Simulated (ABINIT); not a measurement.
A calculation with ABINIT 10.8.3 (patched build) of MnO (native input, structure typed inline):

Contents of run.abi:

```
# Pseudopotentials
pp_dirpath "./"
pseudos "Mn.GGA_PBE-JTH.xml, O.GGA_PBE-JTH.xml"

# Structure
acell 3*1.0
rprim
     0.0000000000     4.1989720725     4.1989720725
     4.1989720725     0.0000000000     4.1989720725
     4.1989720725     4.1989720725     0.0000000000
ntypat 2
znucl 25 8
natom 2
typat 1 2
xred
     0.0000000000     0.0000000000     0.0000000000
     0.5000000000     0.5000000000     0.5000000000

# Plane-wave basis
ecut 26.0
pawecutdg 48.0
pawxcdev 0

# k points
kptopt 1
ngkpt 10 10 10
nshiftk 1
shiftk 0.0 0.0 0.0

# Exchange and correlation
ixc 11

# Bands and occupations
nband 16
occopt 3
tsmear 0.05 eV

# Spin
nsppol 2
spinat
     0.0000000000     0.0000000000     5.0000000000
     0.0000000000     0.0000000000     0.0000000000

# SCF cycle
nstep 100
tolvrs 1.0e-9

# Output
iomode 3
prtwf 0
prtden 0
prteig 0
prtebands 0
```

Potentials or basis: JTH PAW PBE v2.0.

The run is started by

```bash
$ abinit run.abi > log 2>&1
```

Task: Write the same calculation in another form: native input, structure from a POSCAR.

Result: As run:

run.abi

```
# Pseudopotentials
pp_dirpath "./"
pseudos "Mn.GGA_PBE-JTH.xml, O.GGA_PBE-JTH.xml"

# Structure
structure "poscar:POSCAR"
natom 2

# Plane-wave basis
ecut 26.0
pawecutdg 48.0
pawxcdev 0

# k points
kptopt 1
ngkpt 10 10 10
nshiftk 1
shiftk 0.0 0.0 0.0

# Exchange and correlation
ixc 11

# Bands and occupations
nband 16
occopt 3
tsmear 0.05 eV

# Spin
nsppol 2
spinat
     0.0000000000     0.0000000000     5.0000000000
     0.0000000000     0.0000000000     0.0000000000

# SCF cycle
nstep 100
tolvrs 1.0e-9

# Output
iomode 3
prtwf 0
prtden 0
prteig 0
prtebands 0
enunit 1
```

POSCAR

```
MnO
1.0
    0.0000000000      2.2220003300      2.2220003300
    2.2220003300      0.0000000000      2.2220003300
    2.2220003300      2.2220003300      0.0000000000
Mn O
1 1
Direct
    0.0000000000      0.0000000000      0.0000000000  Mn
    0.5000000000      0.5000000000      0.5000000000  O
```

Potentials or basis: JTH PAW PBE v2.0.

The run is started by

```bash
$ abinit run.abi > log 2>&1
```

Both were run:

|  | native input, structure typed inline | native input, structure from a POSCAR |
| --- | --- | --- |
| Pressure | 0.4 GPa | 0.4 GPa |
| Band gap on the k mesh | none (metal or under the smearing width) | none (metal or under the smearing width) |
| Net moment | 4.79 μB per cell | 4.79 μB per cell |
| Site moments | Mn +4.23; O +0.20 μB | Mn +4.23; O +0.20 μB |
| Valence electrons inside the program's atomic spheres | Mn 13.03; O 4.51 | Mn 13.03; O 4.51 |

Keys that steer only the numerical path or the files written may differ.

Caveat: a cell with one magnetic atom can't hold antiferromagnetic order, which such compounds often take; semilocal functionals often make such compounds metallic where correlation or magnetic order opens a gap, which also shifts bond lengths.
